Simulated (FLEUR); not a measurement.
**Au: equation of state with PBEsol**

**The experiment to reproduce.**

“Exploring toroidal anvil profiles for larger sample volumes above 4 Mbar”, 2024, pmc:11102561 quotes, for a bulk crystal of Au: bulk modulus 167 GPa.

The system is Au.

```
Au
1.0
     0.00000    2.03500    2.03500
     2.03500    0.00000    2.03500
     2.03500    2.03500    0.00000
Au
1
Direct
  0.00000 0.00000 0.00000
```

```yaml
Program: FLEUR MaX-R8.1 (later development tree)
Task: equation of state
Functional: PBEsol
Potentials_or_basis: all-electron
Basis: FLAPW
Kmax: 4.1 1/bohr
k_mesh: 11 × 11 × 11
Occupations: fermi-dirac, width 0.05 eV
Spin: no spin polarisation
Gmax: 12.7 1/bohr
Muffin-tin_radii: Au 2.47 bohr
lmax: Au 10
lnonsphr: Au 10
Local_orbitals_a_species: Au 5
```

```yaml
Equilibrium_volume: 17.02 Å³/atom
Bulk_modulus: 176 GPa
Pressure_derivative_of_the_bulk_modulus: "5.6 (rough: it moves with the points fitted)"
```

Energy against volume, from the lowest point:
| volume (Å³/atom) | energy (meV/atom) |
| --- | --- |
| 15.843 | 51.03 |
| 16.181 | 24.23 |
| 16.518 | 7.71 |
| 16.855 | 0.00 |
| 17.192 | 0.05 |
| 17.529 | 6.96 |
| 17.866 | 19.97 |

A measured bulk modulus of Au is 167 GPa (quoted in “Exploring toroidal anvil profiles for larger sample volumes above 4 Mbar”, 2024, pmc:11102561); the calculated 176 GPa misses it by +5.2 %. The fit is for a static lattice scaled at fixed shape and fixed fractional positions.

Spin-orbit coupling is left out, which matters for the levels of Au.
